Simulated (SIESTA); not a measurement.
ZnS under changes of volume

One of the cells (19.727 Å³/atom); the others are scaled copies at fixed shape and fractional positions:

```
Zn S
1.0
     0.00000    2.70200    2.70200
     2.70200    0.00000    2.70200
     2.70200    2.70200    0.00000
Zn S
1 1
Direct
  0.75000 0.75000 0.75000
  0.00000 0.00000 0.00000
```

- Program: SIESTA 5.4.2
- Functional: PBEsol
- Potentials or basis: PseudoDojo 0.4 standard (PBEsol files)
- Basis: DZP (energy shift 0.002 Ry)
- Grid cutoff: 800 Ry
- Energy shift: 0.002 Ry
- k mesh: 9 × 9 × 9
- Occupations: fermi-dirac, width 0.05 eV
- Spin: no spin polarisation

| volume (Å³/atom) | energy over the lowest point (meV/atom) | pressure (GPa) | gap on the mesh (eV) |
| --- | --- | --- | --- |
| 18.543 | 18.87 | 5.4 | 2.99 |
| 18.938 | 7.87 | 3.4 | 2.86 |
| 19.332 | 1.93 | 1.6 | 2.74 |
| 19.727 | 0.00 | 0.0 | 2.62 |
| 20.121 | 1.62 | -1.3 | 2.50 |
| 20.516 | 6.48 | -2.6 | 2.39 |
| 20.910 | ? | ? | ? |

Task: What does the run at 20.910 Å³/atom give?

Result: Energy over the lowest point 14.71 meV/atom; pressure -3.8 GPa; gap on the mesh 2.28 eV.

Worked out: A Birch-Murnaghan fit of order 3 (a polynomial in V^(-2/3)) to the other rows has its minimum at 19.73 Å³/atom with B0 = V·E''(V) = 73 GPa and B' = 6.6. It gives 13.87 meV/atom at 20.910 Å³/atom, against the run's 14.71, and -dE/dV = -3.5 GPa, against -3.8. A straight line through the other rows of the gap, of slope -5.94 eV per unit of ln V (its deformation potential), extrapolates to 2.27 eV, against the run's 2.28.

Energies are extrapolated to zero smearing.

Caveats: semicore shells carry a single zeta, which can move pressures by several GPa and volumes by a few percent; the valence orbitals were made in a potential fitted to the semicore shell under them, which widens gaps by tenths of an eV or more; an odd mesh through Γ misses points on the zone boundary, where band edges often lie; the basis of atomic orbitals isn't converged, which shifts pressures, moduli and gaps.
